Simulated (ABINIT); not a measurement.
Crystal: TaS2.

```xyz
3
Lattice="3.3500 0.0000 0.0000 -1.6750 2.9012 0.0000 0.0000 0.0000 5.8600" Properties=species:S:1:pos:R:3 pbc="T T T"
Ta    0.0000    0.0000    0.0000
S     1.6750    0.9671    4.3950
S     0.0000    1.9341    1.4650
```

* Program: ABINIT 10.8.3 (patched build)
* Task: relaxation of cell and atoms
* Functional: PBEsol
* Potentials or basis: Ansatz PAW PBE default generated set, frozen core
* Cutoff: 419 eV
* k mesh: 7 × 7 × 4
* Occupations: fermi-dirac, width 0.05 eV
* Spin: no spin polarisation

At the start: pressure 4.4 GPa; volume 18.98 Å³/atom.

Task: How do energy, volume and symmetry change on relaxing?

Result: Over 14 steps the energy falls by 22.1 meV/atom and the volume is 18.64 Å³/atom (-1.8 %); space group P-3m1 (No. 164, to 0.05 Å).

The path:
```csv
step,energy change (eV),largest force (eV/Å),pressure (GPa),volume (Å³)
1,0.0000,0.9700,4.42,56.95
2,-0.0343,0.5565,1.53,57.73
3,-0.0501,0.1427,-1.06,58.35
4,-0.0539,0.0619,-1.34,58.29
5,-0.0614,0.0525,-1.11,57.70
6,-0.0628,0.0054,-0.47,57.34
7,-0.0631,0.0459,-0.06,57.17
8,-0.0633,0.0580,0.04,57.11
9,-0.0640,0.0992,0.40,56.76
10,-0.0649,0.1137,0.62,56.32
11,-0.0659,0.0815,0.54,55.90
12,-0.0663,0.0269,0.20,55.85
13,-0.0663,0.0007,0.01,55.92
14,-0.0663,0.0000,0.00,55.93
```

Final structure:
```
Ta S
1.0
     3.31622    0.00000    0.00000
    -1.65811    2.87193    0.00000
     0.00000    0.00000    5.87232
Ta S
1 2
Direct
  0.00000 0.00000 0.00000
  0.66667 0.33333 0.73720
  0.33333 0.66667 0.26280
```

Caveat: the atomic spheres overlap; the PAW data sets were made with another functional, which shifts forces and pressure a little; this functional lacks dispersion, which binds the layers, so the pressure and a relaxed spacing across them are unreliable.
